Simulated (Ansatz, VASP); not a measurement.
Given: the input of a run of VASP 6.6.1 on MoS2.

INCAR

```
SYSTEM = MoS2
PREC     = Accurate       ! precision mode
ENCUT    = 520            ! plane-wave cutoff, eV
EDIFF    = 1E-7           ! SCF threshold, eV
ISMEAR   = -1             ! smearing method
SIGMA    = 0.05           ! smearing width, eV
LREAL    = .False.        ! projectors in reciprocal space
LASPH    = .True.         ! aspherical terms in the spheres
NELM     = 80             ! most SCF steps
ALGO     = Normal         ! electronic algorithm
ISIF     = 2              ! what is computed and relaxed
LWAVE    = .False.        ! write WAVECAR
LCHARG   = .False.        ! write CHGCAR
GGA      = PS             ! functional
NBANDS   = 20             ! bands
```

File KPOINTS:

```
regular mesh
0
Gamma
  9 9 4
  0 0 0
```

Contents of POSCAR:

```
MoS2
1.0
    3.1838448285      0.0000000000      0.0000000000
   -1.5919224143      2.7572905031      0.0000000000
    0.0000000000      0.0000000000      6.2271592669
Mo S
1 2
Direct
    0.0000000000      0.0000000000      0.5000000000
    0.6666666667      0.3333333333      0.7446806800
    0.3333333333      0.6666666667      0.2553193200
```

Potentials or basis: VASP PAW PBE potentials, release 64 (Mo_sv, S).

Run with:

```sh
$ cat potpaw_PBE.64/Mo_sv/POTCAR potpaw_PBE.64/S/POTCAR > POTCAR
$ mpirun -np 1 vasp_std > vasp.out
```

Problem. Set up the same calculation for Ansatz 0.2.0. Potentials there: Ansatz PAW.

Solution. As run (the cutoff follows the program's own potentials):

input.yaml

```yaml
crystal:
  lattice:
    - [3.1838448285, 0.0, 0.0]
    - [-1.5919224143, 2.7572905031, 0.0]
    - [0.0, 0.0, 6.2271592669]
  atoms:
    - { symbol: Mo, position: [0.0, 0.0, 0.5] }
    - { symbol: S, position: [0.6666666667, 0.3333333333, 0.74468068] }
    - { symbol: S, position: [0.3333333333, 0.6666666667, 0.25531932] }
hamiltonian:
  xc: pbesol
  pseudopotentials: { kind: paw }
kpoints:
  mp_grid: { grid: [9, 9, 4] }
scf:
  occupations: { method: fermi_dirac, width: 0.05 }
output:
  forces: true
  stress: true
  eigenvalues: true
```

Potentials or basis: Ansatz PAW.

The run is started by

```bash
$ ansatz run input.yaml --threads 1 --pin off --max-ram 3584MiB --backend cpu --events-out ev --progress --plain --runs-dir out
```

Both were run:

|  | VASP | Ansatz | Ansatz less VASP |
| --- | --- | --- | --- |
| gap on the k mesh at the Fermi level (eV) | none | none | - |
| pressure (GPa) | 2.2 | 2.2 | 0.00 |
| largest component of the traceless stress (GPa) | 3.04 | 3.02 | -0.029 |
| rms of the force components (eV/Å) | 0.334 | 0.331 | -0.0025 |

Atom by atom the forces differ by 0.002 eV/Å (rms over components). A gap of «none» marks a metal or a gap that the smearing closes. The functional is the same, so the differences come from potentials, cutoffs and numerics.

Caveats: this functional lacks dispersion, which binds the layers, so the pressure and a relaxed spacing across them are unreliable; the PAW data sets were made with another functional, which shifts forces and pressure a little (VASP); the PAW data sets come from PBE, with cores solved anew for the run's functional, which leaves a small shift of forces and pressure (Ansatz).
